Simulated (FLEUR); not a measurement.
# CoSi (P2_13) in FLEUR: a series of runs

Aim: see how the results for CoSi move with the level of theory and the settings. Levels: LDA exchange alone (X-alpha), PBE. Tasks: band structure, equation of state.

All numbers are computed with FLEUR MaX-R8.1 (later development tree); they aren't measurements. Logs are shortened: lines on timing, memory, paths and dates and some standing lists are left out, and cuts for length are marked.

## 1. The structure

The structure is cubic, space group P2_13 (No. 198). Conventional cell: a = 4.438 Å, b = 4.438 Å, c = 4.438 Å, α = 90.00°, β = 90.00°, γ = 90.00°. Around Co (site symmetry 3) lie 7 Si at 2.28 to 2.47 Å. Si (site symmetry 3) has 7 Co at 2.28 to 2.47 Å as nearest neighbours.

## 2. Band structure, LDA exchange alone (X-alpha), collinear spin, ferromagnetic start

File inp.xml:

```xml
<?xml version="1.0" encoding="UTF-8" standalone="no"?>
<fleurInput fleurInputVersion="0.39">
   <comment>
      CoSi                                                                                                
   </comment>
   <calculationSetup>
      <cutoffs Kmax="4.44" Gmax="13.8" GmaxXC="13.8" numbands="0"/>
      <scfLoop itmax="60" minDistance="0.00001" maxIterBroyd="15" imix="Anderson" alpha="0.05" precondParam="0.0" spinf="2.0" sdNocoIR="T"/>
      <coreElectrons ctail="T" frcor="F" kcrel="0" coretail_lmax="0"/>
      <xcFunctional name="x-a" relativisticCorrections="F"/>
      <magnetism jspins="2"/>
      <soc l_soc="F" theta="0.0" phi="0.0" spav="F"/>
      <expertModes spex="0" secvar="F"/>
      <geometryOptimization l_f="F" forcealpha="1.0" forcemix="BFGS" epsdisp="0.00001" epsforce="0.00001"/>
      <ldaU l_linMix="F" mixParam="0.05" spinf="1.0"/>
   </calculationSetup>
   <cell>
      <bzIntegration valenceElectrons="116.0" mode="hist" fermiSmearingEnergy="0.00183747">
         <kPointListSelection listName="default-1"/>
         <!-- k-points included here -->
         <xi:include xmlns:xi="http://www.w3.org/2001/XInclude" href="kpts.xml"> </xi:include>
      </bzIntegration>
      <!-- symmetry operations included here -->
[... 44 lines left out ...]
         <relPos label="                   1">-.1400000000 -9.000/25.000 9.000/25.000</relPos>
         <relPos label="                   2">-9.000/25.000 9.000/25.000 -.1400000000</relPos>
         <relPos label="                   3">9.000/25.000 -.1400000000 -9.000/25.000</relPos>
         <relPos label="                   4">.1400000000 .1400000000 .1400000000</relPos>
         <force calculate="T" relaxXYZ="TTT"/>
      </atomGroup>
      <atomGroup species="Silicon (Si)">
         <relPos label="                   5">.1570000000 .3430000000 -.3430000000</relPos>
         <relPos label="                   6">.3430000000 -.3430000000 .1570000000</relPos>
         <relPos label="                   7">-.3430000000 .1570000000 .3430000000</relPos>
         <relPos label="                   8">-.1570000000 -.1570000000 -.1570000000</relPos>
         <force calculate="T" relaxXYZ="TTT"/>
      </atomGroup>
   </atomGroups>
   <output dos="F" band="F" slice="F">
      <checks vchk="F" cdinf="F"/>
      <bandDOS minEnergy="-.5*Htr" maxEnergy="0.5*Htr" sigma="0.015" storeEVData="T"/>
      <vacuumDOS vacdos="F" integ="F" star="F" nstars="0" locx1="0.0" locy1="0.0" locx2="0.0" locy2="0.0" nstm="0" tworkf="0.0"/>
      <unfoldingBand unfoldBand="F" supercellX="1" supercellY="1" supercellZ="1"/>
      <plotting iplot="0" polar="F">
         <plot TwoD="T" vec1="  1.0  0.0  0.0" vec2="  0.0  1.0  0.0" vec3="  0.0  0.0  1.0" zero="  0.0  0.0  0.0" file="plot"/>
      </plotting>
      <chargeDensitySlicing numkpt="0" minEigenval="0.0" maxEigenval="0.0" nnne="0" pallst="F"/>
      <specialOutput eonly="F"/>
      <moessbauerParams electricFieldGradient="T" isomerShift="T" coreHyperfine="T" valenceHyperfine="T"/>
      <magneticCircularDichroism mcd="F" energyLo="-10.0" energyUp="0.0"/>
   </output>
  <!-- We include the file relax.xml here to enable relaxations (see documentation) -->
  <xi:include xmlns:xi="http://www.w3.org/2001/XInclude" href="relax.xml"> <xi:fallback/> </xi:include>
</fleurInput>
```

File crystal.txt:

```
CoSi
&input cartesian=F /
4.4380000000  0.0000000000  0.0000000000
0.0000000000  4.4380000000  0.0000000000
0.0000000000  0.0000000000  4.4380000000
1.8897261246
1.0 1.0 1.0

8
27 0.8600000000  0.6400000000  0.3600000000 : 2.000
27 0.6400000000  0.3600000000  0.8600000000 : 2.000
27 0.3600000000  0.8600000000  0.6400000000 : 2.000
27 0.1400000000  0.1400000000  0.1400000000 : 2.000
14 0.1570000000  0.3430000000  0.6570000000
14 0.3430000000  0.6570000000  0.1570000000
14 0.6570000000  0.1570000000  0.3430000000
14 0.8430000000  0.8430000000  0.8430000000

&kpt div1=6 div2=6 div3=6 gamma=T /
```

File inp.xml (bands):

```
<?xml version="1.0" encoding="UTF-8" standalone="no"?>
<fleurInput fleurInputVersion="0.39">
   <comment>
      CoSi                                                                                                
   </comment>
   <calculationSetup>
      <cutoffs Kmax="4.44" Gmax="13.8" GmaxXC="13.8" numbands="0"/>
      <scfLoop itmax="60" minDistance="0.00001" maxIterBroyd="15" imix="Anderson" alpha="0.05" precondParam="0.0" spinf="2.0" sdNocoIR="T"/>
      <coreElectrons ctail="T" frcor="F" kcrel="0" coretail_lmax="0"/>
      <xcFunctional name="x-a" relativisticCorrections="F"/>
      <magnetism jspins="2"/>
      <soc l_soc="F" theta="0.0" phi="0.0" spav="F"/>
      <expertModes spex="0" secvar="F"/>
      <geometryOptimization l_f="F" forcealpha="1.0" forcemix="BFGS" epsdisp="0.00001" epsforce="0.00001"/>
      <ldaU l_linMix="F" mixParam="0.05" spinf="1.0"/>
   </calculationSetup>
   <cell>
      <bzIntegration valenceElectrons="116.0" mode="hist" fermiSmearingEnergy="0.00183747">
         <kPointListSelection listName="path-1"/>
         <!-- k-points included here -->
         <xi:include xmlns:xi="http://www.w3.org/2001/XInclude" href="kpts.xml"> </xi:include>
      </bzIntegration>
      <!-- symmetry operations included here -->
[... 41 lines left out ...]
   </atomSpecies>
   <atomGroups>
      <atomGroup species="Cobalt (Co2.000">
         <relPos label="                   1">-.1400000000 -9.000/25.000 9.000/25.000</relPos>
         <relPos label="                   2">-9.000/25.000 9.000/25.000 -.1400000000</relPos>
         <relPos label="                   3">9.000/25.000 -.1400000000 -9.000/25.000</relPos>
         <relPos label="                   4">.1400000000 .1400000000 .1400000000</relPos>
         <force calculate="T" relaxXYZ="TTT"/>
      </atomGroup>
      <atomGroup species="Silicon (Si)">
         <relPos label="                   5">.1570000000 .3430000000 -.3430000000</relPos>
         <relPos label="                   6">.3430000000 -.3430000000 .1570000000</relPos>
         <relPos label="                   7">-.3430000000 .1570000000 .3430000000</relPos>
         <relPos label="                   8">-.1570000000 -.1570000000 -.1570000000</relPos>
         <force calculate="T" relaxXYZ="TTT"/>
      </atomGroup>
   </atomGroups>
   <output dos="F" band="T" slice="F">
      <checks vchk="F" cdinf="F"/>
      <bandDOS minEnergy="-.5*Htr" maxEnergy="0.5*Htr" sigma="0.015" storeEVData="T"/>
      <vacuumDOS vacdos="F" integ="F" star="F" nstars="0" locx1="0.0" locy1="0.0" locx2="0.0" locy2="0.0" nstm="0" tworkf="0.0"/>
      <unfoldingBand unfoldBand="F" supercellX="1" supercellY="1" supercellZ="1"/>
      <plotting iplot="0" polar="F">
         <plot TwoD="T" vec1="  1.0  0.0  0.0" vec2="  0.0  1.0  0.0" vec3="  0.0  0.0  1.0" zero="  0.0  0.0  0.0" file="plot"/>
      </plotting>
      <chargeDensitySlicing numkpt="0" minEigenval="0.0" maxEigenval="0.0" nnne="0" pallst="F"/>
      <specialOutput eonly="F"/>
      <moessbauerParams electricFieldGradient="T" isomerShift="T" coreHyperfine="T" valenceHyperfine="T"/>
      <magneticCircularDichroism mcd="F" energyLo="-10.0" energyUp="0.0"/>
   </output>
  <!-- We include the file relax.xml here to enable relaxations (see documentation) -->
  <xi:include xmlns:xi="http://www.w3.org/2001/XInclude" href="relax.xml"> <xi:fallback/> </xi:include>
</fleurInput>
```

Potentials or basis: all-electron, FLAPW.

On the command line:

```sh
inpgen -f crystal.txt -profile fastHighL
# inp.xml edited to the form shown
fleur_MPI
fleur_MPI   # second run, on inp.xml (bands)
```

Output:

```text
Welcome to FLEUR        (www.flapw.de)
      MaX-Release 8.1          (www.max-centre.eu)

 ========== k-point set info ==========
 Selected k-point list: default-1
 k-point list type: mesh
 6 x 6 x 6
 Number of k points: 24

 ------------Calculation Setup---------------------------
 Number of MPI-tasks      :            1
 Number of PE/node        :            1
 Number of OMP-threads    :            1
 Most efficient MPI parallelization for:
           1           2           3           4           6           8          12          24
 Additional eigenvalue parallelization possible
 Number of basis functions:         1192
 Approximate size of matrices (H+S) per k-point:         0.042 GB
 --------------------------------------------------------
 WARNING: X-alpha XC & spin-polarized calculation
 WARNING: X-alpha XC & spin-polarized calculation
 WARNING: X-alpha XC & spin-polarized calculation
 Iteration:     1   Distance:      53.02556755 me/bohr^3
 WARNING: X-alpha XC & spin-polarized calculation
 WARNING: X-alpha XC & spin-polarized calculation
 WARNING: X-alpha XC & spin-polarized calculation
 Iteration:     2   Distance:      50.37428917 me/bohr^3
 WARNING: X-alpha XC & spin-polarized calculation
 WARNING: X-alpha XC & spin-polarized calculation
 WARNING: X-alpha XC & spin-polarized calculation
 Iteration:     3   Distance:      36.81907269 me/bohr^3
 WARNING: X-alpha XC & spin-polarized calculation
 WARNING: X-alpha XC & spin-polarized calculation
 WARNING: X-alpha XC & spin-polarized calculation
 Iteration:     4   Distance:       4.50073602 me/bohr^3
 WARNING: X-alpha XC & spin-polarized calculation
 WARNING: X-alpha XC & spin-polarized calculation
 WARNING: X-alpha XC & spin-polarized calculation
 Iteration:     5   Distance:       3.93651471 me/bohr^3
 WARNING: X-alpha XC & spin-polarized calculation
 WARNING: X-alpha XC & spin-polarized calculation
 WARNING: X-alpha XC & spin-polarized calculation
 Iteration:     6   Distance:       0.40342295 me/bohr^3
 WARNING: X-alpha XC & spin-polarized calculation
 WARNING: X-alpha XC & spin-polarized calculation
 WARNING: X-alpha XC & spin-polarized calculation
 Iteration:     7   Distance:       0.31518264 me/bohr^3
 WARNING: X-alpha XC & spin-polarized calculation
 WARNING: X-alpha XC & spin-polarized calculation
 WARNING: X-alpha XC & spin-polarized calculation
 Iteration:     8   Distance:       0.04598089 me/bohr^3
 WARNING: X-alpha XC & spin-polarized calculation
 WARNING: X-alpha XC & spin-polarized calculation
 WARNING: X-alpha XC & spin-polarized calculation
 Iteration:     9   Distance:       0.02643860 me/bohr^3
 WARNING: X-alpha XC & spin-polarized calculation
 WARNING: X-alpha XC & spin-polarized calculation
 WARNING: X-alpha XC & spin-polarized calculation
 Iteration:    10   Distance:       0.00746064 me/bohr^3
 WARNING: X-alpha XC & spin-polarized calculation
 WARNING: X-alpha XC & spin-polarized calculation
 WARNING: X-alpha XC & spin-polarized calculation
 Iteration:    11   Distance:       0.00087012 me/bohr^3
 WARNING: X-alpha XC & spin-polarized calculation
 WARNING: X-alpha XC & spin-polarized calculation
 WARNING: X-alpha XC & spin-polarized calculation
 Iteration:    12   Distance:       0.00171132 me/bohr^3
 WARNING: X-alpha XC & spin-polarized calculation
 WARNING: X-alpha XC & spin-polarized calculation
 WARNING: X-alpha XC & spin-polarized calculation
 Iteration:    13   Distance:       0.00006885 me/bohr^3
 WARNING: X-alpha XC & spin-polarized calculation
 WARNING: X-alpha XC & spin-polarized calculation
 WARNING: X-alpha XC & spin-polarized calculation
 Iteration:    14   Distance:       0.00003573 me/bohr^3
 WARNING: X-alpha XC & spin-polarized calculation
 WARNING: X-alpha XC & spin-polarized calculation
 WARNING: X-alpha XC & spin-polarized calculation
 Iteration:    15   Distance:       0.00002606 me/bohr^3
 WARNING: X-alpha XC & spin-polarized calculation
 WARNING: X-alpha XC & spin-polarized calculation
 WARNING: X-alpha XC & spin-polarized calculation
 Iteration:    16   Distance:       0.00001916 me/bohr^3
 WARNING: X-alpha XC & spin-polarized calculation
 WARNING: X-alpha XC & spin-polarized calculation
 WARNING: X-alpha XC & spin-polarized calculation
 Iteration:    17   Distance:       0.00000958 me/bohr^3

 ********************************************************************
 Run finished successfully
 Stop message:
   all done
 ********************************************************************
```

It took 22 min on 1 thread of Arm Neoverse V1, shared host; peak memory 0.2 GiB.

Results:

```
Free energy                                           : -182514.4755 eV
Band gap along the path                               : none (metal or under the smearing width)
Net moment                                            : 0.00 μB per cell
Valence electrons inside the program's atomic spheres : Co 15.79; Si 9.47 (radii Co 2.12, Si 1.87 bohr)
```

Levels at the corners of the path, in eV from the Fermi level:
Spin up:
```csv
point,band 56,band 57,band 58,band 59,band 60,band 61
Γ,-0.81,-0.04,-0.04,-0.04,2.43,2.43
X,-0.71,-0.51,-0.51,0.96,0.96,1.43
M,-1.05,-0.07,-0.07,0.53,0.53,1.95
Γ,-0.81,-0.04,-0.04,-0.04,2.43,2.43
R,-1.27,-0.26,-0.26,-0.26,-0.26,5.23
X,-0.71,-0.51,-0.51,0.96,0.96,1.43
M,-1.05,-0.07,-0.07,0.53,0.53,1.95
R,-1.27,-0.26,-0.26,-0.26,-0.26,5.23
```
Spin down:
```csv
point,band 54,band 55,band 56,band 57,band 58,band 59,band 60,band 61,band 62,band 63
Γ,-0.94,-0.81,-0.81,-0.04,-0.04,-0.04,2.43,2.43,2.43,2.89
X,-1.08,-0.71,-0.71,-0.51,-0.51,0.96,0.96,1.43,1.43,4.24
M,-1.58,-1.05,-1.05,-0.07,-0.07,0.53,0.53,1.95,1.95,2.43
Γ,-0.94,-0.81,-0.81,-0.04,-0.04,-0.04,2.43,2.43,2.43,2.89
R,-1.27,-1.27,-1.27,-0.26,-0.26,-0.26,-0.26,5.23,5.23,5.23
X,-1.08,-0.71,-0.71,-0.51,-0.51,0.96,0.96,1.43,1.43,4.24
M,-1.58,-1.05,-1.05,-0.07,-0.07,0.53,0.53,1.95,1.95,2.43
R,-1.27,-1.27,-1.27,-0.26,-0.26,-0.26,-0.26,5.23,5.23,5.23
```

Core levels (eV from the Fermi level):
```tsv
atom	levels
1 Co	1s1/2 -7566.4, 2s1/2 -888.7, 2p1/2 -771.0, 2p3/2 -756.2
2 Co	1s1/2 -7566.4, 2s1/2 -888.7, 2p1/2 -771.0, 2p3/2 -756.2
3 Co	1s1/2 -7566.4, 2s1/2 -888.7, 2p1/2 -771.0, 2p3/2 -756.2
4 Co	1s1/2 -7566.4, 2s1/2 -888.7, 2p1/2 -771.0, 2p3/2 -756.2
5 Si	1s1/2 -1771.9
6 Si	1s1/2 -1771.9
```

Caveat: the starting moments collapsed, and a magnetic state may lie lower.

## 3. Equation of state, LDA exchange alone (X-alpha), collinear spin, ferromagnetic start, 10.27 Å³/atom (volume scaled by 0.94)

Changes to inp.xml since step 2:

```diff
@@ -6,3 +6,3 @@
    <calculationSetup>
-      <cutoffs Kmax="4.44" Gmax="13.8" GmaxXC="13.8" numbands="0"/>
+      <cutoffs Kmax="4.56" Gmax="14.1" GmaxXC="14.1" numbands="0"/>
       <scfLoop itmax="60" minDistance="0.00001" maxIterBroyd="15" imix="Anderson" alpha="0.05" precondParam="0.0" spinf="2.0" sdNocoIR="T"/>
@@ -24,3 +24,3 @@
       <xi:include xmlns:xi="http://www.w3.org/2001/XInclude" href="sym.xml"> </xi:include>
-      <bulkLattice scale="1.0">
+      <bulkLattice scale="0.9795861087">
          <bravaisMatrix>
@@ -34,3 +34,3 @@
       <species name="Cobalt (Co2.000" element="Co" atomicNumber="27">
-         <mtSphere radius="2.12" gridPoints="701" logIncrement="0.017"/>
+         <mtSphere radius="2.06" gridPoints="701" logIncrement="0.017"/>
          <atomicCutoffs lmax="8" lnonsphr="6"/>
@@ -50,3 +50,3 @@
       <species name="Silicon (Si)" element="Si" atomicNumber="14">
-         <mtSphere radius="1.87" gridPoints="619" logIncrement="0.018"/>
+         <mtSphere radius="1.82" gridPoints="619" logIncrement="0.018"/>
          <atomicCutoffs lmax="8" lnonsphr="6"/>
```

Potentials or basis: all-electron, FLAPW.

On the command line:

```sh
inpgen -f crystal.txt -profile fastHighL
# inp.xml edited to the form shown
fleur_MPI
```

Output:

```text
Welcome to FLEUR        (www.flapw.de)
      MaX-Release 8.1          (www.max-centre.eu)

 ========== k-point set info ==========
 Selected k-point list: default-1
 k-point list type: mesh
 6 x 6 x 6
 Number of k points: 24

 ------------Calculation Setup---------------------------
 Number of MPI-tasks      :            1
 Number of PE/node        :            1
 Number of OMP-threads    :            1
 Most efficient MPI parallelization for:
           1           2           3           4           6           8          12          24
 Additional eigenvalue parallelization possible
 Number of basis functions:         1192
 Approximate size of matrices (H+S) per k-point:         0.042 GB
 --------------------------------------------------------
 WARNING: X-alpha XC & spin-polarized calculation
 WARNING: X-alpha XC & spin-polarized calculation
 WARNING: X-alpha XC & spin-polarized calculation
 Iteration:     1   Distance:      54.69657137 me/bohr^3
 WARNING: X-alpha XC & spin-polarized calculation
 WARNING: X-alpha XC & spin-polarized calculation
 WARNING: X-alpha XC & spin-polarized calculation
 Iteration:     2   Distance:      51.96174280 me/bohr^3
 WARNING: X-alpha XC & spin-polarized calculation
 WARNING: X-alpha XC & spin-polarized calculation
 WARNING: X-alpha XC & spin-polarized calculation
 Iteration:     3   Distance:      34.84234556 me/bohr^3
 WARNING: X-alpha XC & spin-polarized calculation
 WARNING: X-alpha XC & spin-polarized calculation
 WARNING: X-alpha XC & spin-polarized calculation
 Iteration:     4   Distance:       4.59575245 me/bohr^3
 WARNING: X-alpha XC & spin-polarized calculation
 WARNING: X-alpha XC & spin-polarized calculation
 WARNING: X-alpha XC & spin-polarized calculation
 Iteration:     5   Distance:       3.94236212 me/bohr^3
 WARNING: X-alpha XC & spin-polarized calculation
 WARNING: X-alpha XC & spin-polarized calculation
[... 29 lines left out ...]
 Iteration:    13   Distance:       0.00006836 me/bohr^3
 WARNING: X-alpha XC & spin-polarized calculation
 WARNING: X-alpha XC & spin-polarized calculation
 WARNING: X-alpha XC & spin-polarized calculation
 Iteration:    14   Distance:       0.00003186 me/bohr^3
 WARNING: X-alpha XC & spin-polarized calculation
 WARNING: X-alpha XC & spin-polarized calculation
 WARNING: X-alpha XC & spin-polarized calculation
 Iteration:    15   Distance:       0.00002391 me/bohr^3
 WARNING: X-alpha XC & spin-polarized calculation
 WARNING: X-alpha XC & spin-polarized calculation
 WARNING: X-alpha XC & spin-polarized calculation
 Iteration:    16   Distance:       0.00001787 me/bohr^3
 WARNING: X-alpha XC & spin-polarized calculation
 WARNING: X-alpha XC & spin-polarized calculation
 WARNING: X-alpha XC & spin-polarized calculation
 Iteration:    17   Distance:       0.00000824 me/bohr^3

 ********************************************************************
 Run finished successfully
 Stop message:
   all done
 ********************************************************************
```

out.xml (last iteration):

```text
<iteration numberForCurrentRun="   17" overallNumber="   17">
         <energyParameters units="Htr">
            <atomicEP atomType="1" spin="1" branch="4s" branchLowest="-2.88" branchHighest="2.69" value="0.2940428073"/>
            <atomicEP atomType="1" spin="1" branch="4p" branchLowest="-1.53" branchHighest="3.34" value="0.4229141704"/>
            <atomicEP atomType="1" spin="1" branch="3d" branchLowest="-9.99" branchHighest="0.68" value="0.4585480244"/>
            <atomicEP atomType="1" spin="1" branch="4f" branchLowest="-9.99" branchHighest="4.43" value="0.7343615957"/>
[... 203 lines left out ...]
            <chargeDensity spin="1" distance="0.0000041218"/>
            <chargeDensity spin="2" distance="0.0000041223"/>
            <overallChargeDensity distance="0.0000082436"/>
            <spinDensity distance="0.0000000828"/>
         </densityConvergence>
      </iteration>
```

Wall time 20 min (1 thread of Arm Neoverse V1, shared host); peak memory 0.2 GiB.

What came out:

```yaml
Free_energy: -182514.2522 eV
Band_gap_on_the_k_mesh: none (metal or under the smearing width)
Net_moment: 0.00 μB per cell
Valence_electrons_inside_the_program's_atomic_spheres: Co 15.69; Si 9.39 (radii Co 2.06, Si 1.82 bohr)
```

Caveat: the starting moments collapsed, and a magnetic state may lie lower.

## 4. Equation of state, LDA exchange alone (X-alpha), collinear spin, ferromagnetic start, 10.49 Å³/atom (volume scaled by 0.96)

Changes to inp.xml since step 3:

```diff
@@ -24,3 +24,3 @@
       <xi:include xmlns:xi="http://www.w3.org/2001/XInclude" href="sym.xml"> </xi:include>
-      <bulkLattice scale="0.9795861087">
+      <bulkLattice scale="0.9864848297">
          <bravaisMatrix>
```

On the command line:

```sh
inpgen -f crystal.txt -profile fastHighL
# inp.xml edited to the form shown
fleur_MPI
```

It took 21 min on 1 thread of Arm Neoverse V1, shared host; peak memory 0.2 GiB.

Results (log left out):

* Free energy: -182514.3800 eV
* Band gap on the k mesh: none (metal or under the smearing width)
* Net moment: 0.00 μB per cell
* Valence electrons inside the program's atomic spheres: Co 15.66; Si 9.37 (radii Co 2.06, Si 1.82 bohr)

Caveat: the starting moments collapsed, and a magnetic state may lie lower.

(Part 1 of 2 ends here.)
